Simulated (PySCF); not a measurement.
**Isomers of C3H4N2: computed energies against enthalpies of formation**

**Experimental background.**

From CRC Handbook of Chemistry and Physics, for the gas at 298.15 K: enthalpy of formation of `c1c[nH]cn1` 132.9 kJ/mol; enthalpy of formation of `c1cn[nH]c1` 179.4 kJ/mol.

How close the calculation comes is told at the end.

Differences of these values give the isomerisation enthalpies. Geometries: PBE0-D3(BJ)/def2-SVP; runs in PySCF, gas phase, with a dispersion term only where the level names one. Total electronic energies (Eh):

```json
{"SMILES": "c1c[nH]cn1", "PBE0-D3(BJ)/def2-SVP": "-225.80262"}
{"SMILES": "c1cn[nH]c1", "PBE0-D3(BJ)/def2-SVP": "-225.78600"}
```

Zero-point and thermal terms are left out, so the computed numbers are electronic energies.

**Comparison with experiment**

Relative to `c1c[nH]cn1`, the lowest by measurement, in kJ/mol (measured: enthalpies at 298.15 K; computed: electronic energies):

```
    SMILES  measured  PBE0-D3(BJ)/def2-SVP
c1c[nH]cn1       0.0                   0.0
c1cn[nH]c1      46.5                  43.6
```

Measured values: 132.9 kJ/mol (298.15 K; CRC Handbook of Chemistry and Physics) for the first row; the others come from the same table. Unsigned miss: PBE0-D3(BJ)/def2-SVP 2.9 kJ/mol. Where a level misses, the cause wasn't examined.
